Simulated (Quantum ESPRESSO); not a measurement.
## SnTe and the effect of the dispersion correction

The cell as given:

Symmetry: F-43m, No. 216, cubic system. The conventional cell has a = 7.222 Å, b = 7.222 Å, c = 7.222 Å, α = 90.00°, β = 90.00°, γ = 90.00°. Te (site symmetry -43m) is surrounded by 4 Sn at 3.13 Å. Around Sn (site symmetry -43m) lie 4 Te at 3.13 Å.

Measurements of this composition are mostly on another form, of space group No. 225.

Kept alike: task relaxation of cell and atoms; functional PBEsol; k mesh 7 × 7 × 7; occupations fermi-dirac, width 0.05 eV; no spin polarisation. Program: Quantum ESPRESSO, GBRV 1.5 PBEsol, cutoff 925 eV. The mesh is that of the run's cell of 2 atoms. No spin-orbit coupling.

```csv
dispersion correction,volume (Å³/atom)
D3(zero),43.498
D3(BJ),43.428
none,44.129
rVV10,41.924
```

The relaxations keep at least the cell's symmetry (F-43m). Relaxations stop with a little pressure left, so the last digits of a volume or edge aren't settled.

Q: What does the dispersion correction change here?

A: The volume runs from 41.924 (rVV10) to 44.129 Å³/atom (none). Against no correction: D3(zero) -1.4 %; D3(BJ) -1.6 %; rVV10 -5.0 %. Dispersion terms mostly attract and so lower the volume; the schemes' coefficients and damping set how far.
